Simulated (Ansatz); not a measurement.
## PtSe2 (P-3m1), one atom moved over a plane

Theory: DFT PBEsol, scalar-relativistic, plane waves, PAW in Ansatz. Cutoff 420 eV, Γ-centred 12×12×10 k-points, Gaussian smearing of 0.15 eV. Spin–orbit coupling is left out, which can shift energies with elements as heavy as these. No spin polarisation. Energies are free energies at this smearing, counted from the undisturbed cell; pressure is positive in compression.

Reference structure (as given, not relaxed at this level; it stands at 2.1 GPa):

```
CELL_PARAMETERS angstrom
3.72400 0.00000 0.00000
-1.86200 3.22508 0.00000
0.00000 0.00000 5.06200
ATOMIC_POSITIONS crystal
Pt 0.00000 0.00000 0.00000
Se 0.33333 0.66667 0.25000
Se 0.66667 0.33333 0.75000
```

Atom 1 (Pt) is moved by p along (1.000, 0.000, 0.000) and q along (0.000, 1.000, 0.000) (Å), all else fixed. Points are written (p, q).

Energy above the undisturbed cell in eV/cell (a dash: not computed):

```csv
p \ q,-0.300,-0.150,0.000,0.150,0.300
-0.300,1.47,0.91,0.72,0.91,1.47
-0.150,0.91,0.36,0.18,0.36,0.91
0.000,0.73,0.18,0.00,0.18,0.73
0.150,0.91,0.36,0.18,0.36,0.91
0.300,1.47,0.91,0.72,0.91,1.47
```

Pressure in GPa:

```csv
p \ q,-0.300,-0.150,0.000,0.150,0.300
-0.300,14.1,9.5,8.0,9.5,14.1
-0.150,9.5,5.0,3.6,5.0,9.5
0.000,8.0,3.6,2.1,3.6,8.0
0.150,9.5,5.0,3.6,5.0,9.5
0.300,14.1,9.5,8.0,9.5,14.1
```